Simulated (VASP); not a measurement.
Input of a VASP 6.6.1 run:

The input INCAR:

```
SYSTEM = Ni
ALGO = Fast ; EDIFF = 1E-7
EDIFFG = -0.02 ; ENCUT = 600
GGA = PS ; IBRION = 2
ISIF = 3 ; ISMEAR = -1
ISPIN = 2 ; IVDW = 11
LASPH = .True. ; LCHARG = .False.
LMAXMIX = 4 ; LORBIT = 11
LREAL = .False. ; LWAVE = .False.
MAGMOM = 1 ; NELM = 150
NSW = 40 ; PREC = Accurate
SIGMA = 0.05
```

File KPOINTS:

```
k-points
0
Gamma
  13 13 13
  0 0 0
```

Contents of POSCAR:

```
Ni
1.0
    0.0000000000      1.7375729330      1.7375729330
    1.7375729330      0.0000000000      1.7375729330
    1.7375729330      1.7375729330      0.0000000000
Ni
1
Direct
    0.0000000000      0.0000000000      0.0000000000
```

Potentials or basis: VASP PAW PBE potentials, release 64 (Ni).

The run is started by

```sh
$ cat potpaw_PBE.64/Ni/POTCAR > POTCAR
$ mpirun -np 1 vasp_std > vasp.out
```

(1) What does it give for the dispersion energy per atom?

(2) What does it give for the relaxed volume?

(3) Estimate the net moment.

(4) Predict the band gap on the k mesh.

## Answers

(1) -0.345 eV.

(2) 10.08 Å³/atom.

(3) 0.62 μB per cell.

(4) none (metal or under the smearing width).

Caveat: the PAW data sets were made with another functional, which shifts forces and pressure a little; pairwise dispersion overbinds metals, which lowers pressure and volume.
